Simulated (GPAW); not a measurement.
KF (Carobbiite): single point with TB-mBJ

KF (Carobbiite):

```
K F
1.0
     0.00000    2.67185    2.67185
     2.67185    0.00000    2.67185
     2.67185    2.67185    0.00000
K F
1 1
Direct
  0.00000 0.00000 0.00000
  0.50000 0.50000 0.50000
```

```json
{
  "Program": "GPAW 26.7.0",
  "Task": "single point",
  "Functional": "TB-mBJ",
  "Potentials or basis": "GPAW PAW data sets for LDA (gpaw-data 1.2.1)",
  "Cutoff": "800 eV",
  "Basis": "pw",
  "k mesh": "10 × 10 × 10",
  "Occupations": "fermi-dirac, width 0.05 eV",
  "Spin": "no spin polarisation",
  "Maxiter": "150"
}
```

```json
{
 "Band gap on the k mesh": "10.22 eV, direct"
}
```

Levels at points of the mesh, in eV from the valence-band top:
```
           k point  band 6  band 7  band 8  band 9  band 10  band 11
(0.00, 0.00, 0.00)    0.00    0.00    0.00   10.22    12.17    12.17
(0.50, 0.50, 0.00)   -0.13   -0.04   -0.04   10.88    11.89    13.50
(0.50, 0.50, 0.50)   -0.44   -0.23   -0.23   11.68    12.91    12.91
```

Run time: 100 s on 1 thread of Arm Neoverse V1, with other jobs on the host, peak memory 0.24 GiB.

Caveat: a model potential gives levels but no total energy. A k mesh can miss the band edges.
